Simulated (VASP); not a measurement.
# Te (P6/mmm) in VASP: further runs, part 3 of 3

VASP 6.6.1. The steps go on from the part before.

### Step 4. Relaxation of the atoms, PBEsol+D4, spin-orbit coupling, no magnetisation

The input, INCAR:

```
SYSTEM = Te
PREC = Accurate
ENCUT = 520
EDIFF = 1E-6
ISMEAR = 0
SIGMA = 0.05
LREAL = .False.
LASPH = .True.
NELM = 60
ALGO = Normal
ISIF = 2
LWAVE = .False.
LCHARG = .False.
MAGMOM = 0 0 0
LORBIT = 11
LSORBIT = .True.
GGA_COMPAT = .False.
GGA = PS
IVDW = 13
IBRION = 2
NSW = 40
EDIFFG = -0.005
```

The input, KPOINTS:

```
regular mesh
0
Gamma
  7 7 7
  0 0 0
```

The input, POSCAR:

```
Te
1.0
    3.4005200000      0.0000000000      0.0000000000
   -1.7002600000      2.9449400000      0.0000000000
    0.0000000000      0.0000000000      3.1084700000
Te
1
Cartesian
    0.0000000000      0.0000000000      0.0000000000
```

Potentials or basis: VASP PAW PBE potentials, release 64 (Te).

Run with:

```
> cat potpaw_PBE.64/Te/POTCAR > POTCAR
> mpirun -np 1 vasp_ncl > vasp.out
```

OUTCAR:

```text
SYSTEM = Te
   PREC = Accurate
   ENCUT = 520
   EDIFF = 1E-6
   ISMEAR = 0
   LREAL = .False.
   LASPH = .True.
   NELM = 60
   ISIF = 2
   LORBIT = 11
   LSORBIT = .True.
   GGA = PS
   IVDW = 13
   IBRION = 2
   NSW = 40
   EDIFFG = -0.005

 ion  position               nearest neighbor table
   1  0.000  0.000  0.000-

  LATTYP: Found a hexagonal cell.
 ALAT       =     3.4005200000
 C/A-ratio  =     0.9141160764

  Lattice vectors:

 A1 = (   3.4005200000,   0.0000000000,   0.0000000000)
 A2 = (  -1.7002600000,   2.9449400000,   0.0000000000)
 A3 = (   0.0000000000,   0.0000000000,   3.1084700000)

Analysis of symmetry for initial positions (statically):
=====================================================================
 Subroutine PRICEL returns:
 Original cell was already a primitive cell.

 Routine SETGRP: Setting up the symmetry group for a
 hexagonal supercell.

 Subroutine GETGRP returns: Found 24 space group operations
 (whereof 24 operations were pure point group operations)
 out of a pool of 24 trial point group operations.

The static configuration has the point symmetry D_6h.

Analysis of symmetry for dynamics (positions and initial velocities):
=====================================================================
 Subroutine PRICEL returns:
 Original cell was already a primitive cell.

 Routine SETGRP: Setting up the symmetry group for a
 hexagonal supercell.

 Subroutine GETGRP returns: Found 24 space group operations
 (whereof 24 operations were pure point group operations)
 out of a pool of 24 trial point group operations.

The dynamic configuration has the point symmetry D_6h.

Analysis of structural, dynamic, and magnetic symmetry:
=====================================================================
 Subroutine PRICEL returns:
 Original cell was already a primitive cell.

 Routine SETGRP: Setting up the symmetry group for a
 hexagonal supercell.

 Subroutine GETGRP returns: Found 24 space group operations
 (whereof 24 operations were pure point group operations)
 out of a pool of 24 trial point group operations.

The overall configuration has the point symmetry D_6h.

 Subroutine INISYM returns: Found 24 space group operations
 (whereof 24 operations are pure point group operations),
 and found     1 'primitive' translations

----------------------------------------------------------------------------------------

                                     Primitive cell

  volume of cell :      31.1292

  direct lattice vectors                    reciprocal lattice vectors
     3.400520000  0.000000000  0.000000000     0.294072671  0.169782746  0.000000000
    -1.700260000  2.944940000  0.000000000     0.000000000  0.339565492  0.000000000
     0.000000000  0.000000000  3.108470000     0.000000000  0.000000000  0.321701673

  length of vectors
     3.400520000  3.400522853  3.108470000     0.339565777  0.339565492  0.321701673

  position of ions in fractional coordinates (direct lattice)
     0.000000000  0.000000000  0.000000000

  ion indices of the primitive-cell ions
   primitive index   ion index
[... 97 lines left out ...]
   LORBIT       =     11    0 simple, 1 ext, 2 COOP (PROOUT), +10 PAW based schemes
   GGA     = PS    functional components
   LHFCALC =     F    Hartree Fock is set to
   AEXX    =    0.0000 exact exchange contribution
   IVDW    =    13    specifies the selected vdW correction
   LEPSILON=     F    determine dielectric tensor
   LRPA    =     F    only Hartree local field effects (RPA)
 conjugate gradient relaxation of ions
 Gauss-broadening in eV      SIGMA  =   0.05
  energy-cutoff  :      520.00
  volume of cell :       31.13
 maximum number of plane-waves:      1702
 NGX is ok and might be reduce to    28
   NGX = 13   NGY = 13   NGZ = 11

 number of electron       6.0000000 magnetization       0.0000000      0.0000000      0.0000000

 number of electron       6.0000000 magnetization       0.0000000     -0.0000000     -0.0000000

 number of electron       6.0000000 magnetization      -0.0000000      0.0000000      0.0000000

 Free energy of the ion-electron system (eV)
  ---------------------------------------------------
  ext. energy  EPLUGINS =         0.00000000
  ---------------------------------------------------
  free energy    TOTEN  =        -3.47758240 eV

  energy without entropy =       -3.47644942  energy(sigma->0) =       -3.47701591

 E-fermi :   6.7277     XC(G=0):  -9.7128

 val. band max:        6.7056985148   @ k =   0.1429   0.1429   0.1429
 cond. band min:       6.9191864602   @ k =   0.1429  -0.0000   0.1429
 fundamental gap:      0.2134879454
 Fermi energy:         6.7276605656

 k-point     1 :       0.0000    0.0000    0.0000
  band No.  band energies     occupation
      1      -6.8871      1.00000
      2      -6.8871      1.00000
      3       7.7747      0.00000
      4       7.7747      0.00000
      5       8.9201      0.00000
      6       8.9201      0.00000
      7       8.9431      0.00000
      8       8.9431      0.00000
      9      13.1474      0.00000
     10      13.1474      0.00000
     11      14.1076      0.00000
     12      14.1076      0.00000
     13      15.7078      0.00000
     14      15.7078      0.00000
[... 377 lines left out ...]
      1      -3.4504      1.00000
      2      -3.4504      1.00000
      3       2.8027      1.00000
      4       2.8027      1.00000
      5       4.1588      1.00000
      6       4.1588      1.00000
      7       5.3556      1.00000
      8       5.3556      1.00000
      9      12.1801      0.00000
     10      12.1801      0.00000
     11      13.4124      0.00000
     12      13.4124      0.00000
     13      18.0411      0.00000
     14      18.0411      0.00000

 [... further k-points ...]

------------------------ aborting loop because EDIFF is reached ----------------------------------------

  DFT-D4 for vdW energy calculation

  Edisp (eV):   -0.29487

  FORCE on cell =-STRESS in cart. coord.  units (eV):
  Direction    XX          YY          ZZ          XY          YZ          ZX
  --------------------------------------------------------------------------------------
  -------------------------------------------------------------------------------------
  Total      -0.45442    -0.45442    -1.36880     0.00000     0.00000     0.00000
  in kB     -23.38826   -23.38831   -70.45007     0.00000     0.00000     0.00000
  external pressure =      -39.08 kB  Pullay stress =        0.00 kB

 VOLUME and BASIS-vectors are now :
 -----------------------------------------------------------------------------
  energy-cutoff  :      520.00
  volume of cell :       31.13
      direct lattice vectors                 reciprocal lattice vectors
     3.400520000  0.000000000  0.000000000     0.294072671  0.169782746  0.000000000
    -1.700260000  2.944940000  0.000000000     0.000000000  0.339565492  0.000000000
     0.000000000  0.000000000  3.108470000     0.000000000  0.000000000  0.321701673

 POSITION                                       TOTAL-FORCE (eV/Angst)
 -----------------------------------------------------------------------------------
      0.00000      0.00000      0.00000         0.000000      0.000000      0.000000
 -----------------------------------------------------------------------------------
    total drift:                                0.000000      0.000000     -0.000000

  FREE ENERGIE OF THE ION-ELECTRON SYSTEM (eV)
  ---------------------------------------------------
  free  energy   TOTEN  =        -3.7724494990 eV

  energy  without entropy=       -3.7713165175  energy(sigma->0) =       -3.77188301

 reached required accuracy - stopping structural energy minimisation

 Spin-Orbit-Coupling matrix elements

 Ion:    1  E_soc:     -0.2837367
 l=   1
     0.0000000    -0.0489642    -0.0436135
    -0.0489642     0.0000000    -0.0489642
    -0.0436135    -0.0489642     0.0000000
 l=   2
     0.0000000    -0.0000085     0.0000000    -0.0000085    -0.0001866
    -0.0000085     0.0000000    -0.0000540     0.0000022    -0.0000085
     0.0000000    -0.0000540     0.0000000    -0.0000540     0.0000000
    -0.0000085     0.0000022    -0.0000540     0.0000000    -0.0000085
    -0.0001866    -0.0000085     0.0000000    -0.0000085     0.0000000
 l=   3
     0.0000000     0.0000000     0.0000000     0.0000000     0.0000000     0.0000000     0.0000000
     0.0000000     0.0000000     0.0000000     0.0000000     0.0000000     0.0000000     0.0000000
     0.0000000     0.0000000     0.0000000     0.0000000     0.0000000     0.0000000     0.0000000
     0.0000000     0.0000000     0.0000000     0.0000000     0.0000000     0.0000000     0.0000000
     0.0000000     0.0000000     0.0000000     0.0000000     0.0000000     0.0000000     0.0000000
     0.0000000     0.0000000     0.0000000     0.0000000     0.0000000     0.0000000     0.0000000
     0.0000000     0.0000000     0.0000000     0.0000000     0.0000000     0.0000000     0.0000000

 total charge

# of ion       s       p       d       tot
------------------------------------------
    1        1.440   1.757   0.041   3.239

 magnetization (x)

# of ion       s       p       d       tot
------------------------------------------
    1       -0.000   0.000  -0.000  -0.000

 magnetization (y)

# of ion       s       p       d       tot
------------------------------------------
    1        0.000   0.000   0.000   0.000

 magnetization (z)

# of ion       s       p       d       tot
------------------------------------------
    1       -0.000   0.000   0.000  -0.000
```

OSZICAR:

```text
N       E                     dE             d eps       ncg     rms          rms(c)
DAV:   1     0.172653569531E+02    0.17265E+02   -0.21960E+03   896   0.676E+02
DAV:   2    -0.246195954443E+01   -0.19727E+02   -0.18558E+02  1256   0.106E+02
DAV:   3    -0.346694438895E+01   -0.10050E+01   -0.10000E+01  1178   0.231E+01
DAV:   4    -0.347923372989E+01   -0.12289E-01   -0.12288E-01  1082   0.314E+00
DAV:   5    -0.347949374156E+01   -0.26001E-03   -0.26001E-03  1178   0.449E-01    0.703E+00
DAV:   6    -0.347799276335E+01    0.15010E-02   -0.17974E-03  1070   0.296E-01    0.432E+00
DAV:   7    -0.347752906740E+01    0.46370E-03   -0.23075E-03  1058   0.333E-01    0.172E+00
DAV:   8    -0.347760219971E+01   -0.73132E-04   -0.19111E-04  1106   0.993E-02    0.947E-02
DAV:   9    -0.347758265797E+01    0.19542E-04   -0.71821E-05   986   0.537E-02    0.151E-02
DAV:  10    -0.347758239738E+01    0.26060E-06   -0.21838E-06  1140   0.117E-02
   1 F= -.37724495E+01 E0= -.37718830E+01  d E =-.377245E+01  mag=     0.0000    -0.0000     0.0000
```

CONTCAR:

```text
Te
   1.00000000000000
     3.4005200000000002    0.0000000000000000    0.0000000000000000
    -1.7002600000000001    2.9449399999999999    0.0000000000000000
     0.0000000000000000    0.0000000000000000    3.1084700000000001
  Te
     1
Direct
     0.0000000000000000    0.0000000000000000    0.0000000000000000

  0.00000000E+00  0.00000000E+00  0.00000000E+00
```

Wall time 12 s (1 thread of Intel Xeon 6975P-C (Granite Rapids), shared host); peak memory 0.22 GiB.

Results:

| Item | Value |
| --- | --- |
| Free energy | -3.7724 eV |
| Pressure after relaxing | -3.9 GPa |
| Valence electrons inside the program's atomic spheres | Te 3.24 |
| Dispersion energy per atom | -0.295 eV |

Stress tensor (GPa, compression positive):
```
-2.34  0.00  0.00
 0.00 -2.34  0.00
 0.00  0.00 -7.05
```

Final structure:
```yaml
crystal:
  lattice:
    - [3.40052, 0.00000, 0.00000]
    - [-1.70026, 2.94494, 0.00000]
    - [0.00000, 0.00000, 3.10847]
  atoms:
    - { symbol: Te, position: [0.00000, 0.00000, 0.00000] }
```

Caveat: the relaxation stopped at its first step, so nothing moved; the PAW data sets were made with another functional, which shifts forces and pressure a little.

### Step 5. For comparison

An earlier run on the cell as given: functional PBE; potentials or basis VASP PAW PBE potentials, release 64 (Te); cutoff 520 eV; k mesh 9 × 9 × 9; occupations fermi-dirac, width 0.05 eV; no spin polarisation.

* Pressure: 0.2 GPa
* Band gap on the k mesh: none (metal or under the smearing width)

### Step 6. The runs side by side

```tsv
task	level	spin	cell	k mesh	cutoff (eV)	smearing	gap on the mesh (eV)	pressure (GPa)
relaxation of cell and atoms	PBE	off	relaxed	9 × 9 × 9	600	gaussian 0.05 eV	none	0.0
relaxation of the atoms	RPBE	off	atoms relaxed	9 × 9 × 9	520	gaussian 0.05 eV	none	1.5
relaxation of the atoms	PBEsol+D4	SOC, no magnetisation	atoms relaxed	7 × 7 × 7	520	gaussian 0.05 eV	-	-3.9
single point	PBE	off	as given	9 × 9 × 9	520	fermi-dirac 0.05 eV	none	0.2
```

Alike in all rows: potentials or basis VASP PAW PBE potentials, release 64 (Te).

Caveats: the relaxation stopped at its first step, so nothing moved (some runs); the PAW data sets were made with another functional, which shifts forces and pressure a little (some runs).

Absolute energies hang on the potentials; compare differences alone.
